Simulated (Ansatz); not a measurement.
Runs of Ansatz 0.2.0 on BN. It takes space group R3m (No. 160, trigonal). The conventional cell has a = 2.502 Å, b = 2.502 Å, c = 10.119 Å, α = 90.00°, β = 90.00°, γ = 120.00°. Around N (site symmetry 3m) lie 3 B at 1.44 Å. B (site symmetry 3m) has 3 N at 1.44 Å as nearest neighbours. The cell is a database's computed one.

| task | level | cell | smearing | points for each segment of the path | gap on the mesh (eV) | pressure (GPa) | relaxed volume (Å³/atom) |
| --- | --- | --- | --- | --- | --- | --- | --- |
| band structure | PBEsol | as given | fermi-dirac 0.05 eV | 14 | 4.19 | 0.7 | - |
| band structure | PBE | as given | fermi-dirac 0.05 eV | 14 | 4.29 | 3.6 | - |
| band structure | revPBE | as given | fermi-dirac 0.05 eV | 14 | (c) | 6.5 | - |
| relaxation of cell and atoms | PBEsol | relaxed | fermi-dirac 0.05 eV | - | 4.24 | 0.0 | 9.45 |
| band structure | LDA | as given | fermi-dirac 0.05 eV | 14 | 4.11 | (b) | - |
| single point | PBE | as given | gaussian 0.011 eV | - | 4.29 | 3.6 | - |
| relaxation of cell and atoms | RPBE | relaxed | fermi-dirac 0.05 eV | - | 4.26 | 0.0 | 13.32 |
| relaxation of cell and atoms | PBE | relaxed | fermi-dirac 0.05 eV | - | 4.39 | 0.0 | (a) |
| band structure | RPBE | as given | fermi-dirac 0.05 eV | 14 | 4.40 | 7.4 | - |
| relaxation of cell and atoms | LDA | relaxed | fermi-dirac 0.05 eV | - | 4.04 | 0.0 | 8.65 |

Alike in all rows: potentials or basis Ansatz PAW; no spin polarisation; k mesh 12 × 12 × 12; cutoff (eV) 420.

Estimate the missing entries.

(a) 11.42; (b) -4.2; (c) 4.37.

Caveats: the PAW data sets come from PBE, with cores solved anew for the run's functional, which leaves a small shift of forces and pressure (some runs); the plane-wave basis is chosen anew once the cell has moved, so the energies of steps on either side of that aren't comparable (some runs); the volume moved by over 15 % at a fixed basis, so the end points are rough (some runs); the k mesh misses the band edges, so the gap on the mesh is wider than the one along the path (some runs).
